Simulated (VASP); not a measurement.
**BN in VASP: one cell, several levels of theory**

Aim: gap, levels, forces and stress of zincblende BN, under -4.0 % biaxial strain in the (111) plane, free along [111] at fixed geometry. Runs: PBE, r2SCAN.

Program: VASP 6.6.1. PAW datasets, plane waves. The values are computed, spin-unpolarised, and not measurements.

## 1. The system as given

The cell comes from an earlier relaxation with r2SCAN in another program, then strained, with the atoms relaxed again.

The symmetry is R3m (No. 160, trigonal); a = 2.450 Å, c = 6.292 Å in the conventional setting, 5.45 Å³ an atom. Near B stand 4 N at 1.51–1.57 Å; near N stand 4 B at 1.51–1.57 Å.

Structure file:

Space group R3m:H (No. 160). a = 2.450 Å, b = 2.450 Å, c = 6.292 Å, α = 90.00°, β = 90.00°, γ = 120.00°
| atom | site | symmetry | x | y | z |
| --- | --- | --- | --- | --- | --- |
| B | 3a | 3m | 0.6667 | 0.3333 | 0.3329 |
| N | 3a | 3m | 0.6667 | 0.3333 | 0.0838 |

## 2. PBE

Input file INCAR:

```
ENCUT = 520.000000
SIGMA = 0.020000
EDIFF = 1.00e-07
GGA = PE
PREC = Accurate
IBRION = -1
ISIF = 2
ISMEAR = -1
NBANDS = 11
NELM = 120
NSW = 0
LASPH = .TRUE.
LCHARG = .TRUE.
LELF = .TRUE.
LWAVE = .FALSE.
LREAL = .FALSE.
```

Input file KPOINTS:

```
KPOINTS created by Atomic Simulation Environment
0
Gamma
12 12 12
0 0 0
```

Input file KPOINTS_OPT:

```
special points
8
Reciprocal
0.0000000000 0.0000000000 0.0000000000 1
-0.5000000000 -0.5000000000 0.0000000000 1
-0.3750000000 -0.3750000000 0.2500000000 1
-0.3750000000 0.0000000000 0.3750000000 1
0.0000000000 0.0000000000 0.5000000000 1
-0.5000000000 -0.2500000000 0.2500000000 1
-0.0026040000 -0.0026040000 -0.0026040000 1
0.0000000000 0.5000000000 0.5000000000 1
```

Input file POSCAR:

```
B  N
 1.0000000000000000
     0.0558742404000000    1.7885066867999999    1.7885066867999999
     1.7885066867999999    0.0558742404000000    1.7885066867999999
     1.7885066867999999    1.7885066867999999    0.0558742404000000
 B   N
   1   1
Cartesian
  0.0016139944794109  0.0016139944794109  0.0016139944794109
  0.9066079090205892  0.9066079090205892  0.9066079090205891
```

Potentials: the recommended PBE PAW datasets, 8 valence electrons in the neutral cell.

Started as:

```
$ mpirun -np 1 vasp_std
```

Standard output, without the iteration lines:

```text
POSCAR found type information on POSCAR B N
 POSCAR found :  2 types and       2 ions
 LDA part: xc-table for (Slater+PW92), standard interpolation
 POSCAR, INCAR and KPOINTS ok, starting setup
 FFT: planning ... GRIDC
 FFT: planning ... GRID_SOFT
 FFT: planning ... GRID
 WAVECAR not read
 entering main loop
 Start KPOINTS_OPT (optional k-point list driver)
k-point batch [1-8\8]
```

OSZICAR:

```text
N       E                     dE             d eps       ncg     rms          rms(c)
DAV:   1     0.108383880826E+02    0.10838E+02   -0.50980E+03  4334   0.734E+02
DAV:   2    -0.179268025522E+02   -0.28765E+02   -0.27968E+02  4926   0.170E+02
DAV:   3    -0.183925699755E+02   -0.46577E+00   -0.46518E+00  4893   0.184E+01
DAV:   4    -0.183930436532E+02   -0.47368E-03   -0.47367E-03  4430   0.657E-01
DAV:   5    -0.183930440320E+02   -0.37889E-06   -0.37944E-06  4815   0.182E-02    0.721E+00
DAV:   6    -0.173989024218E+02    0.99414E+00   -0.28633E+00  4374   0.102E+01    0.358E+00
DAV:   7    -0.172971138061E+02    0.10179E+00   -0.14991E-01  4851   0.311E+00    0.204E+00
DAV:   8    -0.172803727885E+02    0.16741E-01   -0.39620E-02  4749   0.148E+00    0.242E-01
DAV:   9    -0.172806022804E+02   -0.22949E-03   -0.91766E-04  4419   0.276E-01    0.938E-02
DAV:  10    -0.172806795683E+02   -0.77288E-04   -0.11809E-04  4621   0.927E-02    0.162E-02
DAV:  11    -0.172806842267E+02   -0.46584E-05   -0.75868E-06  4753   0.235E-02    0.102E-02
DAV:  12    -0.172806843673E+02   -0.14069E-06   -0.11032E-06  4656   0.769E-03    0.153E-03
DAV:  13    -0.172806844075E+02   -0.40192E-07   -0.44200E-08  2391   0.197E-03
   1 F= -.17280684E+02 E0= -.17280684E+02  d E =-.308103E-13
       N       E                     dE             ncg
DAV:   1     0.202694864542E+04   -0.21516E+04      184
DAV:   2     0.177674653386E+04   -0.25020E+03      216
DAV:   3     0.177259300846E+04   -0.41535E+01      206
DAV:   4     0.177258974845E+04   -0.32600E-02      200
DAV:   5     0.177258974624E+04   -0.22167E-05      203
DAV:   6     0.177258974623E+04   -0.21882E-08      192
```

The lines after F= are the extra pass for the points of KPOINTS_OPT, at fixed density; their E is not a total energy.

Parts of OUTCAR:

```text
k-points           NKPTS =    189   k-points in BZ     NKDIM =    189   number of bands    NBANDS=     11

   NELECT =       8.0000    total number of electrons

   dimension x,y,z NGX =    20 NGY =   20 NGZ =   20
   dimension x,y,z NGXF=    40 NGYF=   40 NGZF=   40

  energy-cutoff  :      520.00
  volume of cell :       10.91
      direct lattice vectors                 reciprocal lattice vectors
     0.055874240  1.788506687  1.788506687    -0.293016595  0.284139860  0.284139860
     1.788506687  0.055874240  1.788506687     0.284139860 -0.293016595  0.284139860
     1.788506687  1.788506687  0.055874240     0.284139860  0.284139860 -0.293016595

 k-points in reciprocal lattice and weights: KPOINTS created by Atomic Simulation Env
   0.00000000  0.00000000  0.00000000       0.001
   0.08333333  0.00000000  0.00000000       0.003
   0.16666667  0.00000000 -0.00000000       0.003
   0.25000000  0.00000000  0.00000000       0.003
   0.33333333 -0.00000000 -0.00000000       0.003
   0.41666667  0.00000000  0.00000000       0.003
   0.50000000  0.00000000  0.00000000       0.002
   0.08333333  0.08333333  0.00000000       0.003
[... 181 more k-points ...]

 E-fermi :   9.0280

 k-point     1 :       0.0000    0.0000    0.0000
  band No.  band energies     occupation
      1     -12.7549      2.00000
      2       8.1624      2.00000
      3       8.5408      2.00000
      4       8.5408      2.00000
      5      16.4270      0.00000
      6      18.0579      0.00000
      7      18.0579      0.00000
      8      20.4841      0.00000
      9      34.6787      0.00000
     10      37.2150      0.00000
     11      37.2150      0.00000

 k-point     2 :       0.0833    0.0000    0.0000
  band No.  band energies     occupation
      1     -12.5707      2.00000
      2       7.5481      2.00000
      3       8.0283      2.00000
      4       8.3220      2.00000
      5      16.7139      0.00000
      6      18.2941      0.00000
      7      18.3644      0.00000
      8      21.0380      0.00000
      9      33.9847      0.00000
     10      34.7545      0.00000
     11      35.0499      0.00000

 k-point     3 :       0.1667    0.0000   -0.0000
  band No.  band energies     occupation
      1     -12.0235      2.00000
      2       5.3845      2.00000
      3       7.5333      2.00000
      4       7.7934      2.00000
      5      17.3713      0.00000
      6      18.7642      0.00000
      7      19.0533      0.00000
      8      22.2624      0.00000
      9      32.4167      0.00000
     10      33.5287      0.00000
     11      33.5977      0.00000

 k-point     4 :       0.2500    0.0000    0.0000
  band No.  band energies     occupation
      1     -11.1348      2.00000
      2       2.7682      2.00000
      3       6.9990      2.00000
      4       7.1870      2.00000
      5      18.0164      0.00000
      6      19.2382      0.00000
      7      19.6556      0.00000
      8      23.3824      0.00000
      9      31.7835      0.00000
     10      33.0488      0.00000
     11      33.3216      0.00000

 k-point     5 :       0.3333   -0.0000   -0.0000
  band No.  band energies     occupation
      1      -9.9629      2.00000
      2       0.1891      2.00000
      3       6.5555      2.00000
      4       6.6716      2.00000
      5      18.4280      0.00000
      6      19.5470      0.00000
      7      19.8967      0.00000
      8      24.0684      0.00000
      9      32.1291      0.00000
     10      33.3718      0.00000
     11      34.4631      0.00000

 k-point     6 :       0.4167    0.0000    0.0000
  band No.  band energies     occupation
      1      -8.6948      2.00000
      2      -1.9779      2.00000
      3       6.2719      2.00000
      4       6.3363      2.00000
      5      18.5824      0.00000
      6      19.6922      0.00000
      7      19.8859      0.00000
      8      24.4063      0.00000
      9      32.5845      0.00000
     10      34.7452      0.00000
     11      36.4112      0.00000

 k-point     7 :       0.5000    0.0000    0.0000
  band No.  band energies     occupation
      1      -8.0020      2.00000
      2      -2.9781      2.00000
      3       6.1753      2.00000
      4       6.2208      2.00000
      5      18.6038      0.00000
      6      19.7383      0.00000
      7      19.8511      0.00000
      8      24.5103      0.00000
      9      32.7943      0.00000
     10      35.6410      0.00000
     11      37.2703      0.00000

[... the tables of k-points 8 to 189 left out ...]

  Total        2.7085790      2.7085790      2.7085790     -1.1611130     -1.1611130     -1.1611130
  in kB      397.9121892    397.9121892    397.9121892   -170.5768982   -170.5768982   -170.5768982
  external PRESSURE =     397.9121892 kB  Pullay stress =       0.0000000 kB

 POSITION                                       TOTAL-FORCE (eV/Angst)
 -----------------------------------------------------------------------------------
      0.00161      0.00161      0.00161         0.043022      0.043022      0.043022
      0.90661      0.90661      0.90661        -0.043022     -0.043022     -0.043022
 -----------------------------------------------------------------------------------
    total drift:                               -0.000000     -0.000000     -0.000000

  FREE ENERGIE OF THE ION-ELECTRON SYSTEM (eV)
  ---------------------------------------------------
  free  energy   TOTEN  =       -17.2806844075 eV

  energy  without entropy=      -17.2806844075  energy(sigma->0) =      -17.28068441
```

Wall time 19 s (1 MPI rank of Intel Xeon Platinum 8488C, shared host); peak memory 0.14 GiB.

The levels at the points of KPOINTS_OPT are read from vasprun.xml.

Levels at the named points, in eV from the top of band v (v: the last filled band by count, c: the next):

| point | v−1 | v | c | c+1 |
| --- | --- | --- | --- | --- |
| Γ | 0.00 | 0.00 | 7.89 | 9.52 |
| X | -5.73 | -5.10 | 4.35 | 9.65 |
| U | -8.51 | -4.26 | 7.36 | 13.00 |
| K | -8.36 | -4.79 | 6.65 | 14.03 |
| L | -2.37 | -2.32 | 10.06 | 11.20 |
| W | -7.65 | -7.19 | 9.74 | 13.75 |

The PBE gap is 4.35 eV and indirect (Γ to X), with 7.89 eV as the least direct one. Pressure: 39.79 GPa, and the largest force is 0.075 eV/Å, on atom 1 (B).

The maps below are laid out on this run's own conventional cell (a, b, c = 2.450, 2.450, 6.292 Å).

Density in a lattice plane of the grid's cell (edges 2.45 and 6.29 Å, at 0.333 of the third edge), which holds B and N.

Ten even steps from '0' (0.11 e/Å³) to '9' (3.80 e/Å³):
```
0000011111
0000000000
0110000000
1221000000
2332100001
2332100001
1221000000
0010000000
0000000000
0110000000
1221110001
2222211112
1111211012
1000111111
0000012211
0000123321
1000247752
1001379984
2111379984
1111234442
```
Columns run along the first of these edges and rows up along the second, over one cell in 10 and 20 even steps from the bottom left corner. Atoms in the plane (fractional): B at (0.67, 0.33), N at (0.67, 0.08).

ELF in the same plane.

Ten even steps from '0' (0.02) to '9' (0.91):
```
3223455554
2332111111
3554100001
6786410003
7998520014
8999620015
6787410013
2333100001
2332100001
4554311112
6766642235
8778762147
8777740026
5444420014
2111357764
2001589996
5113788887
7336873268
8547984379
7436887788
```
Columns run along the first of these edges and rows up along the second, over one cell in 10 and 20 even steps from the bottom left corner. Atoms in the plane (fractional): B at (0.67, 0.33), N at (0.67, 0.08).

Both are smooth fields of the valence electrons: close to the nuclei they are not physical.

Outside the cores ELF peaks at 0.92 on the N–B line, 0.7 Å from N.

## 3. Single point with r2SCAN

Input file INCAR:

```
ENCUT = 520.000000
SIGMA = 0.010000
EDIFF = 1.00e-07
ALGO = Normal
METAGGA = R2SCAN
PREC = Accurate
IBRION = -1
ISIF = 2
ISMEAR = 0
NBANDS = 11
NELM = 120
NSW = 0
LASPH = .TRUE.
LCHARG = .FALSE.
LWAVE = .FALSE.
LREAL = .FALSE.
```

KPOINTS is that of step 2.

KPOINTS_OPT is that of step 2.

POSCAR is that of step 2.

Started as:

```
$ mpirun -np 1 vasp_std
```

Standard output, without the iteration lines:

```text
POSCAR found type information on POSCAR B N
 POSCAR found :  2 types and       2 ions
 -----------------------------------------------------------------------------
|                                                                             |
|                                                                             |
|     You enforced a specific xc type in the INCAR file but a different       |
|     I HOPE YOU KNOW WHAT YOU ARE DOING!                                     |
|                                                                             |
 -----------------------------------------------------------------------------

 LDA part: xc-table for (None), standard interpolation
 POSCAR, INCAR and KPOINTS ok, starting setup
 FFT: planning ... GRIDC
 FFT: planning ... GRID_SOFT
 FFT: planning ... GRID
 WAVECAR not read
 entering main loop
 Start KPOINTS_OPT (optional k-point list driver)
k-point batch [1-8\8]
```

OSZICAR:

```text
N       E                     dE             d eps       ncg     rms          rms(c)
DAV:   1     0.773322289753E+01    0.77332E+01   -0.52425E+03  4326   0.753E+02
DAV:   2    -0.218795532246E+02   -0.29613E+02   -0.28788E+02  4936   0.176E+02
DAV:   3    -0.223629788343E+02   -0.48343E+00   -0.48283E+00  4917   0.191E+01
DAV:   4    -0.223634980351E+02   -0.51920E-03   -0.51919E-03  4457   0.701E-01
DAV:   5    -0.223634984748E+02   -0.43975E-06   -0.43975E-06  4848   0.200E-02    0.712E+00
DAV:   6    -0.190433966034E+02    0.33201E+01   -0.18192E+00  4179   0.821E+00    0.391E+00
DAV:   7    -0.190242567705E+02    0.19140E-01   -0.34072E-01  4438   0.432E+00    0.194E+00
DAV:   8    -0.190221713246E+02    0.20854E-02   -0.49524E-02  4578   0.148E+00    0.193E-01
DAV:   9    -0.190214404355E+02    0.73089E-03   -0.64413E-03  4758   0.568E-01    0.103E-01
DAV:  10    -0.190214626762E+02   -0.22241E-04   -0.37181E-04  4557   0.160E-01    0.337E-02
DAV:  11    -0.190214618746E+02    0.80161E-06   -0.35113E-05  4707   0.437E-02    0.897E-03
DAV:  12    -0.190214624164E+02   -0.54180E-06   -0.19153E-06  4611   0.119E-02    0.167E-03
DAV:  13    -0.190214623842E+02    0.32249E-07   -0.14062E-07  2355   0.295E-03
   1 F= -.19021462E+02 E0= -.19021462E+02  d E =0.000000E+00
       N       E                     dE             ncg
DAV:   1     0.200172562548E+04   -0.21768E+04      184
DAV:   2     0.174124023591E+04   -0.26049E+03      216
DAV:   3     0.173705446661E+04   -0.41858E+01      206
DAV:   4     0.173705130393E+04   -0.31627E-02      197
DAV:   5     0.173705130190E+04   -0.20309E-05      206
DAV:   6     0.173705130189E+04   -0.21723E-08      183
```

From OUTCAR:

```text
k-points           NKPTS =    189   k-points in BZ     NKDIM =    189   number of bands    NBANDS=     11

   NELECT =       8.0000    total number of electrons

   dimension x,y,z NGX =    20 NGY =   20 NGZ =   20
   dimension x,y,z NGXF=    40 NGYF=   40 NGZF=   40

  energy-cutoff  :      520.00
  volume of cell :       10.91
      direct lattice vectors                 reciprocal lattice vectors
     0.055874240  1.788506687  1.788506687    -0.293016595  0.284139860  0.284139860
     1.788506687  0.055874240  1.788506687     0.284139860 -0.293016595  0.284139860
     1.788506687  1.788506687  0.055874240     0.284139860  0.284139860 -0.293016595

 k-points in reciprocal lattice and weights: KPOINTS created by Atomic Simulation Env
   0.00000000  0.00000000  0.00000000       0.001
   0.08333333  0.00000000  0.00000000       0.003
   0.16666667  0.00000000 -0.00000000       0.003
   0.25000000  0.00000000  0.00000000       0.003
   0.33333333 -0.00000000 -0.00000000       0.003
   0.41666667  0.00000000  0.00000000       0.003
   0.50000000  0.00000000  0.00000000       0.002
   0.08333333  0.08333333  0.00000000       0.003
[... 181 more k-points ...]

 E-fermi :   8.6110

 k-point     1 :       0.0000    0.0000    0.0000
  band No.  band energies     occupation
      1     -13.9969      2.00000
      2       7.9924      2.00000
      3       8.3841      2.00000
      4       8.3841      2.00000
      5      16.9435      0.00000
      6      18.6240      0.00000
      7      18.6240      0.00000
      8      21.1364      0.00000
      9      35.9719      0.00000
     10      38.0450      0.00000
     11      38.0450      0.00000

 k-point     2 :       0.0833    0.0000    0.0000
  band No.  band energies     occupation
      1     -13.8060      2.00000
      2       7.3480      2.00000
      3       7.8547      2.00000
      4       8.1582      2.00000
      5      17.2415      0.00000
      6      18.8774      0.00000
      7      18.9455      0.00000
      8      21.7175      0.00000
      9      35.0922      0.00000
     10      35.8953      0.00000
     11      35.9738      0.00000

 k-point     3 :       0.1667    0.0000   -0.0000
  band No.  band energies     occupation
      1     -13.2397      2.00000
      2       5.0863      2.00000
      3       7.3454      2.00000
      4       7.6107      2.00000
      5      17.9216      0.00000
      6      19.3674      0.00000
      7      19.6680      0.00000
      8      23.0274      0.00000
      9      33.3368      0.00000
     10      34.4127      0.00000
     11      34.8324      0.00000

 k-point     4 :       0.2500    0.0000    0.0000
  band No.  band energies     occupation
      1     -12.3221      2.00000
      2       2.3570      2.00000
      3       6.7920      2.00000
      4       6.9804      2.00000
      5      18.5751      0.00000
      6      19.8516      0.00000
      7      20.2931      0.00000
      8      24.2540      0.00000
      9      32.7122      0.00000
     10      34.2297      0.00000
     11      34.2549      0.00000

 k-point     5 :       0.3333   -0.0000   -0.0000
  band No.  band energies     occupation
      1     -11.1193      2.00000
      2      -0.3217      2.00000
      3       6.3307      2.00000
      4       6.4431      2.00000
      5      18.9792      0.00000
      6      20.1510      0.00000
      7      20.5294      0.00000
      8      25.0259      0.00000
      9      33.2158      0.00000
     10      34.5265      0.00000
     11      35.4833      0.00000

 k-point     6 :       0.4167    0.0000    0.0000
  band No.  band energies     occupation
      1      -9.8357      2.00000
      2      -2.5476      2.00000
      3       6.0351      2.00000
      4       6.0931      2.00000
      5      19.1272      0.00000
      6      20.2721      0.00000
      7      20.5027      0.00000
      8      25.4130      0.00000
      9      33.8347      0.00000
     10      35.9537      0.00000
     11      37.6137      0.00000

 k-point     7 :       0.5000    0.0000    0.0000
  band No.  band energies     occupation
      1      -9.1524      2.00000
      2      -3.5532      2.00000
      3       5.9341      2.00000
      4       5.9725      2.00000
      5      19.1466      0.00000
      6      20.3065      0.00000
      7      20.4603      0.00000
      8      25.5317      0.00000
      9      34.1022      0.00000
     10      36.9479      0.00000
     11      38.7334      0.00000

[... the tables of k-points 8 to 189 left out ...]

  Total        2.4684570      2.4684570      2.4684570     -1.1926095     -1.1926095     -1.1926095
  in kB      362.6363160    362.6363160    362.6363160   -175.2039963   -175.2039963   -175.2039963
  external PRESSURE =     362.6363160 kB  Pullay stress =       0.0000000 kB

 POSITION                                       TOTAL-FORCE (eV/Angst)
 -----------------------------------------------------------------------------------
      0.00161      0.00161      0.00161         0.006494      0.006494      0.006494
      0.90661      0.90661      0.90661        -0.006494     -0.006494     -0.006494
 -----------------------------------------------------------------------------------
    total drift:                                0.000094      0.000094      0.000094

  FREE ENERGIE OF THE ION-ELECTRON SYSTEM (eV)
  ---------------------------------------------------
  free  energy   TOTEN  =       -19.0214623842 eV

  energy  without entropy=      -19.0214623842  energy(sigma->0) =      -19.02146238
```

Run time: 65 s. Hardware: 1 MPI rank of Intel Xeon Platinum 8488C, shared host; peak memory 0.15 GiB.

The levels at the points of KPOINTS_OPT are read from vasprun.xml.

Levels at the named points, in eV from the top of band v (v: the last filled band by count, c: the next):

| point | v−1 | v | c | c+1 |
| --- | --- | --- | --- | --- |
| Γ | 0.00 | 0.00 | 8.56 | 10.24 |
| X | -5.95 | -5.30 | 4.88 | 10.26 |
| U | -8.77 | -4.43 | 7.99 | 13.80 |
| K | -8.62 | -4.97 | 7.23 | 14.90 |
| L | -2.45 | -2.41 | 10.76 | 11.92 |
| W | -7.92 | -7.39 | 10.49 | 14.69 |

The r2SCAN gap is 4.88 eV and indirect (Γ to X), with 8.56 eV as the least direct one. Pressure: 36.26 GPa, and the largest force is 0.011 eV/Å, on atom 1 (B).

## 4. Summary

```
 level  gap (eV)  pressure (GPa)  largest force (eV/Å)
   PBE      4.35           39.79                 0.075
r2SCAN      4.88           36.26                 0.011
```

The gap runs from 4.35 eV (PBE) to 4.88 eV (r2SCAN). The pressure is highest with PBE (39.8 GPa) and lowest with r2SCAN (36.3 GPa), which orders the cells that they would relax to. Forces up to 0.07 eV/Å (PBE) show atoms off their equilibrium places at that level; the least is 0.011 eV/Å (r2SCAN).
